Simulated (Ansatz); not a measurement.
# Zr2COS MXene monolayer in a perpendicular field, part 2 of 3

Wanted: the out-of-plane response of the Zr2COS MXene monolayer. A positive field points along +c.

Ansatz 0.2.0; plane-wave DFT, PBE-D3(BJ), Ansatz PAW (the session's first sound run).

So far. Step 2 (Relaxing the slab): The lattice constant a goes from 3.289 to 3.361 Å.

## 3. Atoms held, field 0

A sawtooth potential applies the field, turning back in the middle of the vacuum. With the dipole correction the typed value is the field outside the slab. The induced dipole is small, so the SCF threshold is tight.

The cell differs from the one that the last finished run ended in (c 34.973 → 23.224 Å).

Contents of input.yaml:

```yaml
crystal:
  lattice:
    - [3.361276807, 0.0, 0.0]
    - [-1.6806384035, 2.910951104, 0.0]
    - [0.0, 0.0, 23.2239042593]
  atoms:
    - { symbol: S, position: [0.3333333333, 0.6666666667, 0.3875317388] }
    - { symbol: Zr, position: [0.6666666667, 0.3333333333, 0.4565837297] }
    - { symbol: C, position: [0.0, 0.0, 0.5138745153] }
    - { symbol: Zr, position: [0.3333333333, 0.6666666667, 0.5741334605] }
    - { symbol: O, position: [0.6666666667, 0.3333333333, 0.6124682612] }
kpoints:
  mp_grid: { grid: [18, 18, 1] }
  band_path:
    path: [[0, 0, 0], [0.5, 0, 0], [0.33333333, 0.33333333, 0], [0, 0, 0]]
    npoints: 16
hamiltonian:
  xc: pbe
  dispersion: d3bj
scf:
  occupations: { method: fermi_dirac, width: 0.05 }
  convergence: { dr2_threshold: 1.0e-10 }
efield:
  axis: 3
  dipole_correction: true
  ramp_position: 0.97
  ramp_width: 0.06
  amplitude: 0
output:
  dos: { projected: true, e_range: [-6, 5] }
  bader: true
  write_potential: true
  write_density: true
  volumetric_format: npy
  elf: true
```

Launch:

```bash
ansatz run input.yaml --threads 4 --pin off --max-ram 6144MiB --backend cpu --events-out ev --progress --plain --runs-dir out
```

Numbers of over 12 decimals in the logs are rounded to 6 here.

What it wrote:

```text
[...]
Crystal: 5 atoms, lattice volume = 227.235 Å³
Basis set: ecut = 420 eV, 4517 PW (Γ)
Bands: 25, of which v1, the nominal top of the filled ones, is band 20 counted from 1 (19 counted from 0)
Symmetry: 6 space group operations
[...]
k-points: 37 of 324 (time reversal used)
[...]
SCF iter   1: F=—  HF=-10095.326871 eV  |F-HF|=—  |Δ(HF+E_count)|=         —  Δρ=2.52e-3  dr2=6.67e-2  ethr=1.77e-3  p=0.101 e·Å  D=8.08e-2 V/Å  ΔV_dip=-1.88 eV  dr2_dipole=2.11e-2  V_vac-E_F(+/−)=4.49/6.36 eV  ⟨swp⟩=8.2  Hψ=4946  notcnv=0
efield: sawtooth ramp at fractional position 0.9700 (set: `efield.ramp_position`, or a place that a band, a saddle search or an elastic batch's reference lends), width 0.0600; the density the first Hamiltonian is built on has a dipole p = 0.101 e·Å; the dipole correction subtracts the counter field D = 8.08e-2 V/Å, which shifts the + side's vacuum level by -1.88 eV against the − side's; the planar-averaged density in the ramp window peaks in size at 7.6e-6 e/Å³
[...]
SCF iter   2: F=—  HF=-10095.326595 eV  |F-HF|=—  |Δ(HF+E_count)|=   2.76e-4  Δρ=1.73e-3  dr2=4.28e-2  ethr=1.67e-4  p=0.060 e·Å  D=4.81e-2 V/Å  ΔV_dip=-1.12 eV  dr2_dipole=1.32e-2  V_vac-E_F(+/−)=4.78/5.90 eV  ⟨swp⟩=2.7  Hψ=1722  notcnv=0  defer=4
[...]
SCF iter  10: F=-10095.320311 eV  HF=-10095.320311 eV  |F-HF|=3.17e-10  |Δ(HF+E_count)|=   2.81e-9  Δρ=1.69e-7  dr2=4.09e-11  ethr=1.00e-12  p=0.077 e·Å  D=6.17e-2 V/Å  ΔV_dip=-1.43 eV  dr2_dipole=7.16e-13  V_vac-E_F(+/−)=4.68/6.11 eV  ⟨swp⟩=4.6  Hψ=2731  notcnv=0
SCF 1 converged in 10 iterations: F = -10095.320311 eV  dr2 = 4.09e-11
[...]
NSCF: frozen V_eff on 49 k-points
efield: sawtooth ramp at fractional position 0.9700 (kept from the solve that this one continues, or follows in the run), width 0.0600; the density the first Hamiltonian is built on has a dipole p = 0.077 e·Å; the dipole correction subtracts the counter field D = 6.17e-2 V/Å, which shifts the + side's vacuum level by -1.43 eV against the − side's; the planar-averaged density in the ramp window peaks in size at 2.2e-6 e/Å³
[...]
SCF converged after 10 iterations
Free energy (F): -10095.320311 eV
[...]
Internal energy: -10095.315135 eV  (E = F + TS)
E sigma→0 (E₀):  -10095.317723 eV
Entropy (-TS):   -0.005176 eV (-1.035 meV/atom)
Fermi energy:    0.271366 eV
Dipole field:    D = 0.061713 V/Å  (p = 0.077498 e·Å, saw-weighted, corrected)
Work function:   Φ+ = 4.6811 eV   Φ− = 6.1143 eV
Levels:          The Fermi level and band energies are counted from a zero that moves with the ramp; work functions are not
[...]
--- Band table (eV; the first three rows and the last of 37) ---
  k-point 0: bands = [... 16 lower, -1.8646, -0.8481, 0.4601, 0.4601, 1.5567, 1.5567, 1.7766, 3.0638, ... 1 higher]
  k-point 1: bands = [... 16 lower, -1.8547, -0.7537, 0.1348, 0.2870, 1.5291, 1.7410, 1.9558, 3.0404, ... 1 higher]
  k-point 2: bands = [... 16 lower, -1.8340, -0.8047, -0.3549, -0.0300, 1.3464, 2.0721, 2.3136, 3.0335, ... 1 higher]
  k-point 36: bands = [... 16 lower, -2.8333, -2.2605, -1.9529, -1.8475, 2.1575, 2.6455, 3.3331, 3.7651, ... 1 higher]
--- Bader charges: 5 sites ---
  site symbol  charge [e]  shift [e]
     0      S     -0.9492     0.0007
     1     Zr      1.9483     0.0013
     2      C     -1.9637     0.0013
     3     Zr      2.2426     0.0005
     4      O     -1.2780     0.0001
  estimated error of the sums over rays = 8.5e-4 e
```

Run time: 18 s. Hardware: 4 threads of Arm Neoverse V2, shared host; peak memory 0.63 GiB; 68 s of CPU time.

Numbers from this step:

* energy at zero smearing: -10095.3177 eV
* work function, upper face: 4.681 eV
* work function, lower face: 6.114 eV
* dipole along the normal: 0.07750 e·Å
* step between the vacuum levels: -1.433 eV

Running mean over a fixed 2.8 Å (it still follows the layers) of the planar mean; the ramp of the sawtooth is left out. The electron's electrostatic potential energy less the Fermi level by z:

z (Å), electron's electrostatic potential energy less the Fermi level (eV) and a bar from the least value:
```
      3.0        6.1 ##############################
      3.5        6.1 ##############################
      4.0        6.1 ##############################
      4.5        6.1 ##############################
      5.0        6.1 ##############################
      5.5        6.1 ##############################
      6.0        6.1 ##############################
      6.5        6.0 ##############################
      7.0        5.4 #############################
      7.5        3.7 ##########################
      8.0        1.4 ######################
      8.5       -0.7 ##################
      9.0       -3.6 ############
      9.5       -7.3 ######
     10.0       -9.1 ###
     10.5       -9.3 ##
     11.0       -9.4 ##
     11.5       -9.5 ##
     12.0       -9.6 ##
     12.5       -9.9 #
     13.0      -10.5 
     13.5       -9.7 ##
     14.0       -8.0 #####
     14.5       -5.2 ##########
     15.0       -1.3 #################
     15.5        2.0 #######################
     16.0        4.0 ##########################
     16.5        4.6 ###########################
     17.0        4.7 ###########################
     17.5        4.7 ###########################
     18.0        4.7 ###########################
     18.5        4.7 ###########################
     19.0        4.7 ###########################
     19.5        4.7 ###########################
     20.0        4.7 ###########################
```

The density of states has structure finer than the step of the table below, so its rows give means over 0.2 eV, whole bins alone (the curve runs from -6 to 1.99 eV). Peaks (eV: height): -5.37: 20.9, -4.73: 25.2, -3.55: 10.2, -3.22: 10.7, -2.64: 11.3, -2.53: 10.7, -2.44: 9.39.

Table of density of states by energy, zero at the Fermi level; means over each step:

```tsv
energy (eV)	density of states (states/eV a cell)
-5.8	0.733
-5.6	1.51
-5.4	5.79
-5.2	3.95
-5.0	2.42
-4.8	6.79
-4.6	3.38
-4.4	5.08
-4.2	1.59
-4.0	3.22
-3.8	2.56
-3.6	3.93
-3.4	1.25
-3.2	5.43
-3.0	1.75
-2.8	3.06
-2.6	5.63
-2.4	7.74
-2.2	4.56
-2.0	2.30
-1.8	1.91
-1.6	2.54
-1.4	4.34
-1.2	2.47
-1.0	3.02
-0.8	1.97
-0.6	0.967
-0.4	0.448
-0.2	0.323
0.0	0.480
0.2	0.943
0.4	1.01
0.6	1.17
0.8	1.36
1.0	1.88
1.2	1.64
1.4	0.979
1.6	1.04
1.8	1.80
```

Projected DOS per atom over height of the atomic layer and energy from the Fermi level. Layers: S Zr C Zr O from below.

Ten even steps from '_' (0.01 states/eV) to '@' (3.31 states/eV), each cell a mean:
```
__..__..__
______..__
__..__::__
__..__..__
__..______
__________
__________
::________
==__..____
++..::____
::__..____
----==..__
====**....
::....____
--::::____
--::..__..
....____--
........**
____..--@@
______::**
______--**
__________
```
Columns: height of the atomic layer (Å) from 9 to 14.2 (not evenly spaced); rows upwards: energy from the Fermi level (eV) from -5.96 to 1.96.

The electronic bands at the labelled points (eV, zero at the Fermi level):

```tsv
point	band 17	band 18	band 19	band 20	band 21	band 22	band 23	band 24
Γ	-2.14	-1.12	0.19	0.19	1.29	1.29	1.51	2.79
halfway	-2.40	-2.15	-1.09	-0.82	0.47	2.48	2.65	2.98
M	-2.95	-2.38	-1.33	-0.79	-0.01	2.48	3.33	3.63
halfway	-2.75	-2.46	-2.13	-1.52	1.07	2.70	2.83	3.86
K	-3.10	-2.53	-2.22	-2.12	1.89	2.37	3.06	3.49
halfway	-2.47	-2.05	-1.77	-1.09	1.25	1.68	3.09	3.37
Γ	-2.14	-1.12	0.19	0.19	1.29	1.29	1.51	2.79
```

Valence density in the ca plane at fractional y = 0.333, with atoms of Zr and O within 0.2 Å of it. It is the smooth field of the valence electrons, not physical close to the nuclei.

Ten steps, logarithmic in the rise over the least value, from '0' (0.0 e/Å³) to '9' (6.5 e/Å³), each cell a mean:
```
00000000000000000122334566433323345431000000
00000000000000000012235888742222478852100000
00000000000000000011236888742223589973100000
00000000000000000011236888742223589863100000
00000000000000000112335777532222467642000000
00000000000000000123333444333333344321000000
00000000000000000234443323344444432110000000
00000000000000001234443322344444442100000000
00000000000000000133443333334334433210000000
```
Columns run along c (16.0 Å, from fractional 0.08 to 0.77 of the cell), rows up along a (3.4 Å). Atoms in or near the plane, at fractional coordinates: Zr at (0.46, 0.67), O at (0.61, 0.67).

ELF in the ca plane at fractional y = 0.333, with atoms of Zr and O within 0.2 Å of it. It is the smooth field of the valence electrons, not physical close to the nuclei.

Ten even steps from '0' (0.00) to '9' (0.82), each cell a mean:
```
00000124664256632442125887520000000000000000
00000001221598972121269999741000000000000000
00000000101783693111388579842000000000000000
00000001111696782111279789841000000000000000
00000013442378852331147998631000000000000000
00001246786323324652112455310000000000000000
00002478999631258863332111000000000000000000
00002579999742368863342000000000000000000000
00001368998421136752111232100000000000000000
```
Columns run along c (16.0 Å, from fractional 0.25 to 0.94 of the cell), rows up along a (3.4 Å). Atoms in or near the plane, at fractional coordinates: Zr at (0.46, 0.67), O at (0.61, 0.67).

Electrostatic potential energy in the ca plane at fractional y = 0.333, with atoms of Zr and O within 0.2 Å of it. With pseudopotentials it is smooth inside the atoms' cores, unlike the true potential.

Ten even steps from '0' (-46 eV) to '9' (6 eV), each cell a mean:
```
99999999999999999999987534688888888899999999
99999999999999999999984000278998852389999999
99999999999999999999972000068999820059999999
99999999999999999999973000168999830169999999
99999999999999999999986211478988875699999999
99999999999999999999888766788887778999999999
99999999999999999998888888888876668899999999
99999999999999999998788888988876567899999999
99999999999999999998888877888887678999999999
```
Columns run along c (16.0 Å, from fractional 0.08 to 0.77 of the cell; values clipped at the 3rd and 97th percentile), rows up along a (3.4 Å). Atoms in or near the plane, at fractional coordinates: Zr at (0.46, 0.67), O at (0.61, 0.67).

The work function of the upper face is 4.68 eV.

## 4. Atoms held, field 0.1 V/Å

input.yaml, as its differences from that of step 3:

```diff
@@ -27,6 +27,4 @@
   ramp_width: 0.06
-  amplitude: 0
+  amplitude: 0.1
 output:
-  dos: { projected: true, e_range: [-6, 5] }
-  bader: true
   write_potential: true
@@ -34,2 +32 @@
   volumetric_format: npy
-  elf: true
```

What it wrote:

```text
[...]
Crystal: 5 atoms, lattice volume = 227.235 Å³
Basis set: ecut = 420 eV, 4517 PW (Γ)
Bands: 25, of which v1, the nominal top of the filled ones, is band 20 counted from 1 (19 counted from 0)
Symmetry: 6 space group operations
[...]
k-points: 37 of 324 (time reversal used)
[...]
k-point 0: bands = [... 16 lower, -1.8826, -0.8693, 0.4413, 0.4413, 1.5448, 1.5448, 1.7600, 3.0501, ... 1 higher]
  k-point 1: bands = [... 16 lower, -1.8726, -0.7742, 0.1157, 0.2684, 1.5159, 1.7289, 1.9403, 3.0260, ... 1 higher]
  k-point 2: bands = [... 16 lower, -1.8515, -0.8213, -0.3780, -0.0489, 1.3327, 2.0601, 2.2984, 3.0188, ... 1 higher]
  k-point 36: bands = [... 16 lower, -2.8448, -2.2741, -1.9835, -1.8649, 2.1480, 2.6440, 3.3167, 3.7465, ... 1 higher]
[key lines of the parts left out:]
SCF converged after 15 iterations
Free energy (F): -10095.329860 eV
Fermi energy:    0.256139 eV
Dipole field:    D = 0.090357 V/Å  (p = 0.113468 e·Å, saw-weighted, corrected)
```

The job ended after 9.8 s (4 threads; peak memory 0.6 GiB).

The dipole is 0.113 e·Å, 0.0360 e·Å from its value without field.

## 5. Single point, field -0.1 V/Å

input.yaml, as its differences from that of step 4:

```diff
@@ -27,3 +27,3 @@
   ramp_width: 0.06
-  amplitude: 0.1
+  amplitude: -0.1
 output:
```

What it wrote:

```text
[...]
Crystal: 5 atoms, lattice volume = 227.235 Å³
Basis set: ecut = 420 eV, 4517 PW (Γ)
Bands: 25, of which v1, the nominal top of the filled ones, is band 20 counted from 1 (19 counted from 0)
Symmetry: 6 space group operations
[...]
k-points: 37 of 324 (time reversal used)
[...]
k-point 0: bands = [... 16 lower, -1.8473, -0.8277, 0.4782, 0.4782, 1.5680, 1.5680, 1.7924, 3.0771, ... 1 higher]
  k-point 1: bands = [... 16 lower, -1.8376, -0.7339, 0.1533, 0.3050, 1.5417, 1.7525, 1.9704, 3.0542, ... 1 higher]
  k-point 2: bands = [... 16 lower, -1.8171, -0.7888, -0.3324, -0.0117, 1.3595, 2.0835, 2.3278, 3.0476, ... 1 higher]
  k-point 36: bands = [... 16 lower, -2.8224, -2.2476, -1.9229, -1.8305, 2.1663, 2.6462, 3.3488, 3.7831, ... 1 higher]
[key lines of the parts left out:]
SCF converged after 14 iterations
Free energy (F): -10095.314360 eV
Fermi energy:    0.285980 eV
Dipole field:    D = 0.033068 V/Å  (p = 0.041526 e·Å, saw-weighted, corrected)
```

Elapsed: 9.6 s, on 4 threads; peak memory 0.59 GiB.

The dipole is 0.0415 e·Å, -0.0360 e·Å from its value without field.

## 6. Atoms held, field 0.5 V/Å

input.yaml, as its differences from that of step 5:

```diff
@@ -27,3 +27,3 @@
   ramp_width: 0.06
-  amplitude: -0.1
+  amplitude: 0.5
 output:
```

What it wrote:

```text
[...]
Crystal: 5 atoms, lattice volume = 227.235 Å³
Basis set: ecut = 420 eV, 4517 PW (Γ)
Bands: 25, of which v1, the nominal top of the filled ones, is band 20 counted from 1 (19 counted from 0)
Symmetry: 6 space group operations
[...]
k-points: 37 of 324 (time reversal used)
[...]
k-point 0: bands = [... 16 lower, -1.9611, -0.9609, 0.3597, 0.3597, 1.4905, 1.4905, 1.6857, 2.9896, ... 1 higher]
  k-point 1: bands = [... 16 lower, -1.9507, -0.8633, 0.0327, 0.1875, 1.4560, 1.6736, 1.8708, 2.9622, ... 1 higher]
  k-point 2: bands = [... 16 lower, -1.9284, -0.8939, -0.4772, -0.1310, 1.2710, 2.0053, 2.2292, 2.9524, ... 1 higher]
  k-point 36: bands = [... 16 lower, -2.8962, -2.3347, -2.1128, -1.9384, 2.1035, 2.6303, 3.2443, 3.6666, ... 1 higher]
[key lines of the parts left out:]
SCF converged after 14 iterations
Free energy (F): -10095.404023 eV
Fermi energy:    0.189049 eV
Dipole field:    D = 0.204952 V/Å  (p = 0.257374 e·Å, saw-weighted, corrected)
```

Wall time 10 s (4 threads); peak memory 0.6 GiB; 39 s of CPU time.

The dipole is 0.257 e·Å, 0.180 e·Å from its value without field.

## 7. Single point, field -0.3 V/Å

input.yaml, as its differences from that of step 6:

```diff
@@ -27,4 +27,6 @@
   ramp_width: 0.06
-  amplitude: 0.5
+  amplitude: -0.3
 output:
+  dos: { projected: true, e_range: [-6, 5] }
+  bader: true
   write_potential: true
@@ -32 +34,2 @@
   volumetric_format: npy
+  elf: true
```

What it wrote:

```text
[...]
Crystal: 5 atoms, lattice volume = 227.235 Å³
Basis set: ecut = 420 eV, 4517 PW (Γ)
Bands: 25, of which v1, the nominal top of the filled ones, is band 20 counted from 1 (19 counted from 0)
Symmetry: 6 space group operations
[...]
k-points: 37 of 324 (time reversal used)
[...]
k-point 36: bands = [... 16 lower, -2.8022, -2.2237, -1.8651, -1.7978, 2.1819, 2.6454, 3.3781, 3.8174, ... 1 higher]
--- Bader charges: 5 sites ---
  site symbol  charge [e]  shift [e]
     0      S     -0.9350     0.0007
     1     Zr      1.9474     0.0013
     2      C     -1.9632     0.0013
     3     Zr      2.2381     0.0005
     4      O     -1.2873     0.0001
  estimated error of the sums over rays = 8.7e-4 e
[key lines of the parts left out:]
SCF converged after 13 iterations
Free energy (F): -10095.313253 eV
Fermi energy:    0.313321 eV
Dipole field:    D = -0.024269 V/Å  (p = -0.030476 e·Å, saw-weighted, corrected)
```

Wall time 19 s (4 threads); peak memory 0.61 GiB.

The dipole is -0.0305 e·Å, -0.108 e·Å from its value without field.

## 8. Response, atoms held

This step: plane-wave DFT, PBE-D3(BJ), Ansatz PAW; response to a field along the normal, atoms held (Ansatz 0.2.0).

The dipoles give the slope, and the difference of two potentials shows where the field is screened.

This step gave:

```
equivalent conductor thickness p/(ε₀AE) : 6.652 Å
distance between the outer atoms        : 5.224 Å
```

Dipole of the cell against applied field:

```tsv
applied field (V/Å)	dipole of the cell (e·Å)
-0.300	-0.0305
-0.100	0.0415
0.000	0.0775
0.100	0.113
0.500	0.257
```

Local field over the applied field, running mean. From the potentials at -0.1 and 0.1 V/Å; running mean over 2.5 Å. Local field over applied field against z:

```tsv
z (Å)	local field over applied field
4.5	0.999
5.0	0.998
5.5	0.993
6.0	0.978
6.5	0.936
7.0	0.840
7.5	0.684
8.0	0.503
8.5	0.320
9.0	0.164
9.5	0.0740
10.0	0.0440
10.5	0.0372
11.0	0.0396
11.5	0.0433
12.0	0.0464
12.5	0.0522
13.0	0.0780
13.5	0.139
14.0	0.250
14.5	0.398
15.0	0.567
15.5	0.730
16.0	0.863
16.5	0.946
17.0	0.981
17.5	0.994
18.0	0.998
18.5	0.999
19.0	1.000
```

Electrons, planar mean, per unit field. The induced electron density by z:

```tsv
z (Å)	induced electron density (e/Å³ per V/Å)
4.06	7.7e-7
4.50	2.3e-6
4.94	7.0e-6
5.23	1.4e-5
5.66	4.2e-5
6.10	1.2e-4
6.53	3.2e-4
6.97	8.0e-4
7.26	0.00141
7.69	0.00287
8.13	0.00393
8.56	0.00231
9.00	6.5e-4
9.43	7.4e-4
9.73	1.7e-5
10.16	-7.8e-4
10.60	-2.1e-4
11.03	3.7e-4
11.47	1.6e-4
11.76	1.5e-4
12.19	7.7e-5
12.63	-7.0e-4
13.06	-3.0e-4
13.50	5.8e-5
13.79	-8.8e-4
14.22	-0.00164
14.66	-0.00284
15.10	-0.00318
15.53	-0.00176
15.97	-7.7e-4
16.26	-4.2e-4
16.69	-1.6e-4
17.13	-5.8e-5
17.56	-2.0e-5
18.00	-6.9e-6
18.29	-3.4e-6
18.72	-1.2e-6
19.16	-3.8e-7
```

By hand: between -0.1 and 0.1 V/Å the dipole changes by 0.07194 e·Å, a slope of 0.3597 e·Å²/V. A perfect conductor of thickness t has p = ε₀AEt, so t = 180.95 × 0.3597 / 9.785 = 6.65 Å (e/ε₀ = 180.95 V·Å, A in Å²).

The induced dipole is that of a conductor 6.65 Å thick.

(Part 2 of 3 ends here.)

[Logs are printed without paths, hosts, clocks, repeated set-up lines and the standing remarks that a program may print on its own settings, such as how far it seeks lower states.]

[Hosts, paths, dates, database ids (printed as entryN), source tags and the programs' standing remarks are cut or masked in the printed files.]

[Maps of the electrostatic potential energy from Ansatz leave out the sawtooth potential of an applied field or a dipole correction, so their vacuum need not be flat; planar profiles and work functions include it.]

[The density of states shown here was stored with 400 of the rows of the run's finer table, so its peaks can read low, often by over a quarter, or be missed, and its means over a window can be off by a tenth or more.]
